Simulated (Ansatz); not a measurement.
# CoO: the cost of one run

Method: DFT PBE, scalar-relativistic, plane waves, PAW, in Ansatz 0.2.0.

2 further runs of the same task are left out: 2 set aside as unsound or not needed.

**1. Starting point**

Symmetry: P4/nmm, No. 129, tetragonal system. Conventional cell: a = 3.016 Å, b = 3.016 Å, c = 23.322 Å, α = 90.00°, β = 90.00°, γ = 90.00°. Around Co (site symmetry 4mm) lie 5 O at 2.11 to 2.13 Å. Around O (site symmetry 4mm) lie 5 Co at 2.11 to 2.13 Å. Co (site symmetry 4mm) is surrounded by 6 O at 2.11 to 2.13 Å. Around O (site symmetry 4mm) lie 6 Co at 2.11 to 2.13 Å.

As a file:

```xyz
8
Lattice="3.0160 0.0000 0.0000 0.0000 3.0160 0.0000 0.0000 0.0000 23.3217" Properties=species:S:1:pos:R:3 pbc="T T T"
Co    1.5080    1.5080    8.5000
O     0.0000    0.0000    8.5000
Co    0.0000    0.0000   10.6072
O     1.5080    1.5080   10.6072
Co    1.5080    1.5080   12.7145
O     0.0000    0.0000   12.7145
Co    0.0000    0.0000   14.8217
O     1.5080    1.5080   14.8217
```

**2. Clean slab, lower half held**

The input, input.yaml:

```yaml
crystal:
  lattice:
    - [3.0160003058, 0.0, 0.0]
    - [0.0, 3.0160003058, 0.0]
    - [0.0, 0.0, 23.3217498647]
  atoms:
    - { symbol: Co, position: [0.5, 0.5, 0.3644666481], spin: 2.73 }
    - { symbol: O, position: [0.0, 0.0, 0.3644666481], spin: 0.35 }
    - { symbol: Co, position: [0.0, 0.0, 0.454822216], spin: 2.73 }
    - { symbol: O, position: [0.5, 0.5, 0.454822216], spin: 0.35 }
    - { symbol: Co, position: [0.5, 0.5, 0.545177784], spin: 2.73 }
    - { symbol: O, position: [0.0, 0.0, 0.545177784], spin: 0.35 }
    - { symbol: Co, position: [0.0, 0.0, 0.6355333519], spin: 2.73 }
    - { symbol: O, position: [0.5, 0.5, 0.6355333519], spin: 0.35 }
basis:
  ecutwfc: 420
kpoints:
  mp_grid: { grid: [10, 10, 1] }
hamiltonian:
  xc: pbe
scf:
  occupations: { method: gaussian, width: 0.1 }
output:
  forces: true
  eigenvalues: true
  populations: true
  write_density: true
  write_potential: true
  elf: true
  volumetric_format: npy
magnetization:
  spin_polarized: true
relax:
  adjacent_minimum: "off"
  f_tol: 0.03
  max_steps: 70
  constraints: [{ sites: [0, 1, 2, 3] }]
efield:
  axis: 3
  dipole_correction: true
  ramp_width: 0.04
```

Started as:

```sh
$ ansatz run input.yaml --threads 2 --pin off --max-ram 5120MiB --backend cpu --events-out ev --progress --plain --runs-dir out
```

Q: Estimate wall time and peak memory on 2 threads of Intel Xeon at 2.50GHz (Skylake/Cascade Lake), shared host.

About 8.7 min, with a peak of 0.8 GiB.
